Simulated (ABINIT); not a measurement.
# LiF (Griceite) (Fm-3m) in ABINIT: further runs

Runs on LiF (Griceite). Level: r2SCAN. Tasks: band structure.

All numbers are computed with ABINIT 10.8.3 (patched build); they aren't measurements. Logs are shortened: lines on timing, memory, paths and dates and some standing lists are left out, and cuts for length are marked. The log counts tension as positive stress, the text compression.

### Step 1. The structure

It takes space group Fm-3m (No. 225, cubic). The conventional cell has a = 4.028 Å, b = 4.028 Å, c = 4.028 Å, α = 90.00°, β = 90.00°, γ = 90.00°. Around F (site symmetry m-3m) lie 6 Li at 2.01 Å. Li (site symmetry m-3m) has 6 F at 2.01 Å as nearest neighbours.

### Step 2. Band structure, r2SCAN

Contents of run.abi:

```
ndtset 2

pp_dirpath "./"
pseudos "F.GGA_PBE-ansatz.xml, Li.GGA_PBE-ansatz.xml"

acell 3*1.0
rprim
     0.0000000000     3.8059084150     3.8059084150
     3.8059084150     0.0000000000     3.8059084150
     3.8059084150     3.8059084150     0.0000000000
ntypat 2
znucl 9 3
natom 2
typat 1 2
xcart
     3.8059084150     3.8059084150     3.8059084150
     0.0000000000     0.0000000000     0.0000000000

ecut 19.0
pawecutdg 38.0
pawovlp 30

ixc -497498
usekden 1
pawxcdev 0

occopt 3
tsmear 0.05 eV

nstep 100

iomode 3
prtwf 0
prteig 0
prtebands 0
enunit 1
prtden1 1
prtkden1 1
prtvha1 1
prtvclmb1 1
prtpot1 1

kptopt1 1
ngkpt1 11 11 11
nshiftk1 1
shiftk1 0.0 0.0 0.0
nband1 9
tolvrs1 1.0e-7

iscf2 -2
getden2 1
getkden2 1
nband2 15
nbdbuf2 4
tolwfr2 1.0e-11
kptopt2 -9
ndivsm2 5
prteig2 1
prtvol2 -3
kptbounds2
     0.0000000000     0.0000000000     0.0000000000
     0.5000000000     0.0000000000     0.5000000000
     0.5000000000     0.2500000000     0.7500000000
     0.3750000000     0.3750000000     0.7500000000
     0.0000000000     0.0000000000     0.0000000000
     0.5000000000     0.5000000000     0.5000000000
     0.6250000000     0.2500000000     0.6250000000
     0.5000000000     0.2500000000     0.7500000000
     0.5000000000     0.5000000000     0.5000000000
     0.3750000000     0.3750000000     0.7500000000
```

Potentials or basis: Ansatz PAW PBE default generated set, frozen core.

Command:

```
$ mpirun --bind-to none -np 4 abinit run.abi > log 2>&1
```

run.abo:

```text
[... set-up lines left out ...]
 ETOT  1  -31.184864425969    -3.118E+01 4.239E+00 3.866E+00
 ETOT  2  -31.783762345470    -5.989E-01 1.951E-01 1.311E+00
 ETOT  3  -31.786012197025    -2.250E-03 7.083E-01 4.374E-01
 ETOT  4  -31.786157028302    -1.448E-04 1.896E-01 5.646E-03
 ETOT  5  -31.786187182257    -3.015E-05 7.171E-03 5.351E-03
 ETOT  6  -31.786175988227     1.119E-05 2.227E-03 9.042E-04
 ETOT  7  -31.786174351378     1.637E-06 6.170E-04 6.886E-06
 ETOT  8  -31.786174361970    -1.059E-08 7.768E-04 3.052E-06
 ETOT  9  -31.786174360585     1.386E-09 1.871E-04 4.444E-07
 ETOT 10  -31.786174359808     7.765E-10 2.453E-04 4.189E-08

 At SCF step   10       nres2   =  4.19E-08 < tolvrs=  1.00E-07 =>converged.

Result for kinetic energy density :

--------------------------------------------------------------------------------
 Total kinetic energy density [Ha/Bohr^3]
)     Maximum=    2.0494E+00  at reduced coord.    0.5000    0.5000    0.5000
)     Minimum=    4.1611E-03  at reduced coord.    0.2667    0.2333    0.2333
   Integrated=    8.5333E+00
--------------------------------------------------------------------------------

 Cartesian components of stress tensor (hartree/bohr^3)
  sigma(1 1)=  7.57109987E-05  sigma(3 2)=  0.00000000E+00
  sigma(2 2)=  7.57109987E-05  sigma(3 1)=  0.00000000E+00
  sigma(3 3)=  7.57109987E-05  sigma(2 1)=  0.00000000E+00

--- !ResultsGS
iteration_state: {dtset: 1, }
comment   : Summary of ground state results
lattice_vectors:
- [  0.0000000,   3.8059084,   3.8059084, ]
- [  3.8059084,   0.0000000,   3.8059084, ]
- [  3.8059084,   3.8059084,   0.0000000, ]
lattice_lengths: [   5.38237,    5.38237,    5.38237, ]
lattice_angles: [ 60.000,  60.000,  60.000, ] # degrees, (23, 13, 12)
lattice_volume:   1.1025670E+02
convergence: {deltae:  7.765E-10, res2:  4.189E-08, residm:  2.453E-04, diffor: null, }
etotal    :  -3.17861744E+01
entropy   :   0.00000000E+00
fermie    :   1.36613466E-01
cartesian_stress_tensor: # hartree/bohr^3
- [  7.57109987E-05,   0.00000000E+00,   0.00000000E+00, ]
- [  0.00000000E+00,   7.57109987E-05,   0.00000000E+00, ]
- [  0.00000000E+00,   0.00000000E+00,   7.57109987E-05, ]
pressure_GPa:  -2.2275E+00
xred      :
- [  5.0000E-01,   5.0000E-01,   5.0000E-01,  F]
- [  0.0000E+00,   0.0000E+00,   0.0000E+00, Li]
cartesian_forces: # hartree/bohr
- [ -0.00000000E+00,  -0.00000000E+00,  -0.00000000E+00, ]
- [ -0.00000000E+00,  -0.00000000E+00,  -0.00000000E+00, ]
force_length_stats: {min:   0.00000000E+00, max:   0.00000000E+00, mean:   0.00000000E+00, }
...

 Integrated electronic density in atomic spheres:
 ------------------------------------------------
 Atom  Sphere_radius  Integrated_density
    1        1.81225          6.78982132
    2        2.63806          3.63001735

================================================================================

 ----iterations are completed or convergence reached----

 Mean square residual over all n,k,spin=   13.293E-07; max=  24.529E-05
 reduced coordinates (array xred) for    2 atoms
       0.500000000000      0.500000000000      0.500000000000
       0.000000000000      0.000000000000      0.000000000000
 rms dE/dt=  0.0000E+00; max dE/dt=  0.0000E+00; dE/dt below (all hartree)
    1       0.000000000000      0.000000000000      0.000000000000
    2       0.000000000000      0.000000000000      0.000000000000

 cartesian coordinates (angstrom) at end:
    1      2.01399999863564     2.01399999863564     2.01399999863564
    2      0.00000000000000     0.00000000000000     0.00000000000000

 cartesian forces (hartree/bohr) at end:
    1     -0.00000000000000    -0.00000000000000    -0.00000000000000
    2     -0.00000000000000    -0.00000000000000    -0.00000000000000
 frms,max,avg= 0.0000000E+00 0.0000000E+00   0.000E+00  0.000E+00  0.000E+00 h/b

 cartesian forces (eV/Angstrom) at end:
    1     -0.00000000000000    -0.00000000000000    -0.00000000000000
    2     -0.00000000000000    -0.00000000000000    -0.00000000000000
 frms,max,avg= 0.0000000E+00 0.0000000E+00   0.000E+00  0.000E+00  0.000E+00 e/A
 length scales=  1.000000000000  1.000000000000  1.000000000000 bohr
              =  0.529177210544  0.529177210544  0.529177210544 angstroms
 Fermi (or HOMO) energy (eV) =   3.71744   Average Vxc (eV)=  -9.89845
 Eigenvalues (   eV  ) for nkpt=  56  k points:
 kpt#   1, nband=  9, wtk=  0.00075, kpt=  0.0000  0.0000  0.0000 (reduced coord)
 -43.27354  -22.47205   -1.36934   -1.36934   -1.36934    8.69206   24.23505   24.25538
  24.25877
 prteigrs : prtvol=0 or 1, do not print more k-points.

--- !EnergyTerms
iteration_state     : {dtset: 1, }
comment             : Components of total free energy in Hartree
kinetic             :  8.53333585944329E+00
[... 74 lines left out ...]
  is sufficient for exact treatment of convolution.
  Such a large boxcut is a waste : you could raise ecut
  e.g. ecut=   24.529324 Hartrees makes boxcut=2

 Fine grid specifications (used for densities):

 getcut: wavevector=  0.0000  0.0000  0.0000  ngfft=  30  30  30
         ecut(hartree)=     38.000   => boxcut(ratio)=   2.01082
--------------------------------------------------------------------------------

================================================================================
 Non-SCF case, kpt    1 (  0.00000  0.00000  0.00000), residuals and eigenvalues=
  8.79E-12  1.65E-12  1.11E-12  4.74E-12  3.93E-12  4.82E-12  5.65E-12  1.43E-12
  5.00E-13  2.24E-12  1.03E-12  7.16E-12  6.20E-12  5.72E-12  2.52E-11
 -1.5903E+00 -8.2582E-01 -5.0312E-02 -5.0312E-02 -5.0312E-02  3.1943E-01
  8.9042E-01  8.9042E-01  8.9042E-01  8.9150E-01  8.9150E-01  8.9150E-01
  9.9713E-01  1.1642E+00  1.1642E+00
 Non-SCF case, kpt    2 (  0.03571  0.00000  0.03571), residuals and eigenvalues=
  2.24E-12  5.65E-12  7.40E-12  1.63E-12  3.03E-12  2.87E-12  1.79E-12  1.17E-12
  3.03E-12  1.04E-12  8.55E-12  8.86E-12  1.52E-12  9.60E-12  8.60E-12
 -1.5902E+00 -8.2558E-01 -5.1557E-02 -5.0797E-02 -5.0797E-02  3.2144E-01
  8.6056E-01  8.6056E-01  8.7364E-01  8.8185E-01  9.2572E-01  9.2572E-01
  1.0185E+00  1.1659E+00  1.1746E+00
 Non-SCF case, kpt    3 (  0.07143  0.00000  0.07143), residuals and eigenvalues=
  3.05E-12  7.85E-12  5.37E-12  1.31E-12  3.16E-12  1.94E-12  7.56E-12  7.14E-12
[... 494 lines left out ...]
  5.5492E-01  6.8974E-01  7.1858E-01  9.1243E-01  1.2053E+00  1.2235E+00
  1.3204E+00  1.3961E+00  1.5327E+00
 Non-SCF case, kpt   86 (  0.38889  0.38889  0.72222), residuals and eigenvalues=
  2.00E-12  3.95E-12  2.61E-12  2.90E-12  9.05E-12  4.84E-13  3.49E-13  2.91E-12
  2.07E-12  2.35E-13  5.09E-12  1.91E-11  1.97E-10  1.98E-08  3.61E-04
 -1.5877E+00 -8.0303E-01 -1.3748E-01 -1.0966E-01 -7.5330E-02  5.0839E-01
  5.4689E-01  6.8286E-01  7.2251E-01  8.8607E-01  1.2323E+00  1.2501E+00
  1.2979E+00  1.3970E+00  1.5826E+00
 Non-SCF case, kpt   87 (  0.37500  0.37500  0.75000), residuals and eigenvalues=
  1.20E-12  6.68E-12  6.39E-12  3.76E-12  6.59E-13  5.66E-13  2.69E-12  1.62E-12
  9.11E-12  3.68E-13  9.67E-12  9.78E-12  2.51E-11  8.74E-09  3.02E-03
 -1.5877E+00 -8.0243E-01 -1.4137E-01 -1.0766E-01 -7.7466E-02  5.2461E-01
  5.4165E-01  6.7574E-01  7.2612E-01  8.6362E-01  1.2609E+00  1.2787E+00
  1.2798E+00  1.3981E+00  1.6230E+00

Result for kinetic energy density :

--------------------------------------------------------------------------------
 Total kinetic energy density [Ha/Bohr^3]
)     Maximum=    2.0494E+00  at reduced coord.    0.5000    0.5000    0.5000
)     Minimum=    4.1611E-03  at reduced coord.    0.2667    0.2333    0.2333
   Integrated=    8.5333E+00
--------------------------------------------------------------------------------

--- !ResultsGS
iteration_state: {dtset: 2, }
comment   : Summary of ground state results
lattice_vectors:
- [  0.0000000,   3.8059084,   3.8059084, ]
- [  3.8059084,   0.0000000,   3.8059084, ]
- [  3.8059084,   3.8059084,   0.0000000, ]
lattice_lengths: [   5.38237,    5.38237,    5.38237, ]
lattice_angles: [ 60.000,  60.000,  60.000, ] # degrees, (23, 13, 12)
lattice_volume:   1.1025670E+02
convergence: {deltae:  0.000E+00, res2:  0.000E+00, residm:  9.985E-12, diffor:  0.000E+00, }
etotal    :  -3.17861744E+01
entropy   :   0.00000000E+00
fermie    :   1.36613466E-01
cartesian_stress_tensor: null
pressure_GPa: null
xred      :
- [  5.0000E-01,   5.0000E-01,   5.0000E-01,  F]
- [  0.0000E+00,   0.0000E+00,   0.0000E+00, Li]
cartesian_forces: null
force_length_stats: {min: null, max: null, mean: null, }
...

 Integrated electronic density in atomic spheres:
 ------------------------------------------------
 Atom  Sphere_radius  Integrated_density
    1        1.81225          6.78982132
    2        2.63806          3.63001735

================================================================================

 ----iterations are completed or convergence reached----

 Mean square residual over all n,k,spin=   36.008E-13; max=  99.849E-13
 reduced coordinates (array xred) for    2 atoms
       0.500000000000      0.500000000000      0.500000000000
       0.000000000000      0.000000000000      0.000000000000

 cartesian coordinates (angstrom) at end:
    1      2.01399999863564     2.01399999863564     2.01399999863564
    2      0.00000000000000     0.00000000000000     0.00000000000000
 length scales=  1.000000000000  1.000000000000  1.000000000000 bohr
              =  0.529177210544  0.529177210544  0.529177210544 angstroms
 Eigenvalues (   eV  ) for nkpt=  87  k points:
 kpt#   1, nband= 15, wtk=  1.00000, kpt=  0.0000  0.0000  0.0000 (reduced coord)
 -43.27357  -22.47179   -1.36905   -1.36905   -1.36905    8.69212   24.22945   24.22945
  24.22945   24.25885   24.25885   24.25885   27.13329   31.67976   31.67976
 kpt#   2, nband= 15, wtk=  1.00000, kpt=  0.0357  0.0000  0.0357 (reduced coord)
 -43.27261  -22.46519   -1.40293   -1.38225   -1.38225    8.74676   23.41691   23.41691
  23.77304   23.99625   25.19008   25.19008   27.71518   31.72596   31.96365
 kpt#   3, nband= 15, wtk=  1.00000, kpt=  0.0714  0.0000  0.0714 (reduced coord)
 -43.26981  -22.44536   -1.50298   -1.42061   -1.42061    8.90920   22.70655   22.70655
  22.83166   23.40188   26.25515   26.25515   28.94507   31.86445   32.68950
 kpt#   4, nband= 15, wtk=  1.00000, kpt=  0.1071  0.0000  0.1071 (reduced coord)
 -43.26532  -22.41267   -1.66595   -1.48217   -1.48217    9.17500   21.83454   22.10896
  22.10896   22.63598   27.43866   27.43866   30.42303   32.09481   33.60323
 kpt#   5, nband= 15, wtk=  1.00000, kpt=  0.1429  0.0000  0.1429 (reduced coord)
 -43.25941  -22.36778   -1.88611   -1.56355   -1.56355    9.53692   20.88177   21.61847
  21.61847   21.83568   28.73837   28.73837   32.04892   32.41628   34.45906
 kpt#   6, nband= 15, wtk=  1.00000, kpt=  0.1786  0.0000  0.1786 (reduced coord)
 -43.25240  -22.31168   -2.15456   -1.66035   -1.66035    9.98540   20.00235   21.07497
[... 230 lines left out ...]
 -43.20927  -21.94253   -3.71846   -2.53043   -1.83098   12.13456   15.61525   19.01902
  19.31803   26.58206   31.64784   32.17759   36.94733   37.82865   39.11071
 kpt#  84, nband= 15, wtk=  1.00000, kpt=  0.4167  0.4167  0.6667 (reduced coord)
 -43.20702  -21.90850   -3.67427   -2.77356   -1.90672   12.70575   15.34749   18.92024
  19.43830   25.65482   32.16380   32.67540   36.52762   37.93118   40.33848
 kpt#  85, nband= 15, wtk=  1.00000, kpt=  0.4028  0.4028  0.6944 (reduced coord)
 -43.20500  -21.87709   -3.67269   -2.93898   -1.98132   13.28437   15.10001   18.76878
  19.55358   24.82854   32.79740   33.29422   35.92876   37.99043   41.70607
 kpt#  86, nband= 15, wtk=  1.00000, kpt=  0.3889  0.3889  0.7222 (reduced coord)
 -43.20345  -21.85167   -3.74095   -2.98395   -2.04984   13.83387   14.88169   18.58155
  19.66048   24.11129   33.53350   34.01729   35.31735   38.01512   43.06481
 kpt#  87, nband= 15, wtk=  1.00000, kpt=  0.3750  0.3750  0.7500 (reduced coord)
 -43.20259  -21.83525   -3.84696   -2.92953   -2.10795   14.27526   14.73903   18.38772
  19.75861   23.50031   34.31023   34.79453   34.82394   38.04429   44.16290

== END DATASET(S) ==============================================================
================================================================================

 -outvars: echo values of variables after computation  --------
            acell      1.0000000000E+00  1.0000000000E+00  1.0000000000E+00 Bohr
           etotal1    -3.1786174360E+01
            fcart1    -0.0000000000E+00 -0.0000000000E+00 -0.0000000000E+00
                      -0.0000000000E+00 -0.0000000000E+00 -0.0000000000E+00
            rprim      0.0000000000E+00  3.8059084150E+00  3.8059084150E+00
                       3.8059084150E+00  0.0000000000E+00  3.8059084150E+00
                       3.8059084150E+00  3.8059084150E+00  0.0000000000E+00
           strten1     7.5710998688E-05  7.5710998688E-05  7.5710998688E-05
                       0.0000000000E+00  0.0000000000E+00  0.0000000000E+00
           xangst      2.0139999986E+00  2.0139999986E+00  2.0139999986E+00
                       0.0000000000E+00  0.0000000000E+00  0.0000000000E+00
             xred      5.0000000000E-01  5.0000000000E-01  5.0000000000E-01
                       0.0000000000E+00  0.0000000000E+00  0.0000000000E+00
 Calculation completed.
```

Wall time 46 s (4 MPI ranks of Arm Neoverse V1, shared host); peak memory 0.76 GiB.

Results:

| Quantity | Value |
| --- | --- |
| Free energy | -864.9459 eV |
| Pressure | -2.2 GPa |
| Band gap on the k mesh | 10.06 eV, direct |
| Band gap along the path | 10.06 eV, direct |

Levels at the corners of the path, in eV from the valence-band top:
| point | band 1 | band 2 | band 3 | band 4 | band 5 | band 6 | band 7 | band 8 | band 9 | band 10 |
| --- | --- | --- | --- | --- | --- | --- | --- | --- | --- | --- |
| Γ | -41.90 | -21.10 | 0.00 | 0.00 | 0.00 | 10.06 | 25.60 | 25.60 | 25.60 | 25.63 |
| X | -41.83 | -20.43 | -2.98 | -1.00 | -1.00 | 16.03 | 17.55 | 18.74 | 21.73 | 21.73 |
| W | -41.83 | -20.45 | -2.06 | -2.06 | -0.81 | 16.24 | 16.24 | 18.78 | 20.65 | 28.91 |
| K | -41.83 | -20.47 | -2.48 | -1.56 | -0.74 | 15.64 | 16.11 | 19.76 | 21.13 | 24.87 |
| Γ | -41.90 | -21.10 | 0.00 | 0.00 | 0.00 | 10.06 | 25.60 | 25.60 | 25.60 | 25.63 |
| L | -41.85 | -20.68 | -2.53 | -0.24 | -0.24 | 11.85 | 17.99 | 20.30 | 20.30 | 32.04 |
| U | -41.83 | -20.47 | -2.48 | -1.56 | -0.74 | 15.64 | 16.11 | 19.76 | 21.13 | 24.87 |
| W | -41.83 | -20.45 | -2.06 | -2.06 | -0.81 | 16.24 | 16.24 | 18.78 | 20.65 | 28.91 |
| L | -41.85 | -20.68 | -2.53 | -0.24 | -0.24 | 11.85 | 17.99 | 20.30 | 20.30 | 32.04 |
| K | -41.83 | -20.47 | -2.48 | -1.56 | -0.74 | 15.64 | 16.11 | 19.76 | 21.13 | 24.87 |

Caveat: totals of a meta-GGA on PAW files have another zero than those of a GGA; the PAW data sets were made with another functional, which shifts forces and pressure a little; the atomic spheres overlap. r2SCAN opens gaps a little over a GGA but as a rule still falls short of measured ones.

### Step 3. Band structure, r2SCAN

run.abi: that of step 2 with these lines changed.

```diff
@@ -3,3 +3,3 @@
 pp_dirpath "./"
-pseudos "F.GGA_PBE-ansatz.xml, Li.GGA_PBE-ansatz.xml"
+pseudos "F.GGA_PBE-JTH.xml, Li.GGA_PBE-JTH.xml"
 
@@ -18,5 +18,4 @@
 
-ecut 19.0
-pawecutdg 38.0
-pawovlp 30
+ecut 28.0
+pawecutdg 50.0
```

Potentials or basis: JTH PAW PBE v2.0.

Command:

```
$ mpirun --bind-to none -np 4 abinit run.abi > log 2>&1
```

run.abo:

```text
.Version 10.8.3 of ABINIT
 DATASET    1 : space group Fm -3 m (#225); Bravais cF (face-center cubic)
================================================================================
 Values of the parameters that define the memory need for DATASET  1.
     intxc =       0    ionmov =       0      iscf =      17    lmnmax =       9
     lnmax =       5     mgfft =      27  mpssoang =       2    mqgrid =    3001
     natom =       2  nloc_mem =       2    nspden =       1   nspinor =       1
    nsppol =       1      nsym =      48    n1xccc =       1    ntypat =       2
    occopt =       3   xclevel =       2
       mpw =         793          nfft =       19683          nkpt =          56
Pmy_natom=         1
 PAW method is used; the additional fine FFT grid is defined by:
   mgfftf=        36    nfftf =     46656
================================================================================
================================================================================

 DATASET    2 : space group Fm -3 m (#225); Bravais cF (face-center cubic)
[... 1162 lines left out ...]
 kpt#  87, nband= 15, wtk=  1.00000, kpt=  0.3750  0.3750  0.7500 (reduced coord)
 -44.29918  -22.93314   -4.94035   -4.02108   -3.19944   13.19612   13.65876   17.30315
  18.67396   22.46266   33.28247   33.83078   33.90688   37.18326   43.04253

== END DATASET(S) ==============================================================
================================================================================

 -outvars: echo values of variables after computation  --------
            acell      1.0000000000E+00  1.0000000000E+00  1.0000000000E+00 Bohr
           etotal1    -3.1784002467E+01
            fcart1    -0.0000000000E+00 -0.0000000000E+00 -0.0000000000E+00
                      -0.0000000000E+00 -0.0000000000E+00 -0.0000000000E+00
            rprim      0.0000000000E+00  3.8059084150E+00  3.8059084150E+00
                       3.8059084150E+00  0.0000000000E+00  3.8059084150E+00
                       3.8059084150E+00  3.8059084150E+00  0.0000000000E+00
           strten1     9.6668642680E-05  9.6668642680E-05  9.6668642680E-05
                       0.0000000000E+00  0.0000000000E+00  0.0000000000E+00
           xangst      2.0139999986E+00  2.0139999986E+00  2.0139999986E+00
                       0.0000000000E+00  0.0000000000E+00  0.0000000000E+00
             xred      5.0000000000E-01  5.0000000000E-01  5.0000000000E-01
                       0.0000000000E+00  0.0000000000E+00  0.0000000000E+00
 Calculation completed.
```

Run time: 29 s. Hardware: 4 MPI ranks of Arm Neoverse V1, shared host; peak memory 0.44 GiB.

Results:

```
Free energy                                           : -864.8868 eV
Pressure                                              : -2.8 GPa
Band gap on the k mesh                                : 10.05 eV, direct
Band gap along the path                               : 10.05 eV, direct
Valence electrons inside the program's atomic spheres : F 5.73; Li 2.08
```

Levels at the corners of the path, in eV from the valence-band top:
```
point  band 2  band 3  band 4  band 5  band 6  band 7  band 8  band 9
    Γ  -21.11    0.00    0.00    0.00   10.05   25.61   25.61   25.61
    X  -20.43   -2.98   -1.00   -1.00   16.03   17.59   18.74   21.74
    W  -20.46   -2.06   -2.06   -0.81   16.26   16.26   18.78   20.65
    K  -20.47   -2.48   -1.56   -0.74   15.66   16.12   19.76   21.13
    Γ  -21.11    0.00    0.00    0.00   10.05   25.61   25.61   25.61
    L  -20.69   -2.52   -0.24   -0.24   11.85   18.01   20.30   20.30
    U  -20.47   -2.48   -1.56   -0.74   15.66   16.12   19.76   21.13
    W  -20.46   -2.06   -2.06   -0.81   16.26   16.26   18.78   20.65
    L  -20.69   -2.52   -0.24   -0.24   11.85   18.01   20.30   20.30
    K  -20.47   -2.48   -1.56   -0.74   15.66   16.12   19.76   21.13
```

Caveat: totals of a meta-GGA on PAW files have another zero than those of a GGA; the PAW data sets were made with another functional, which shifts forces and pressure a little. r2SCAN opens gaps a little over a GGA but as a rule still falls short of measured ones.

[end of part 1 of 2]
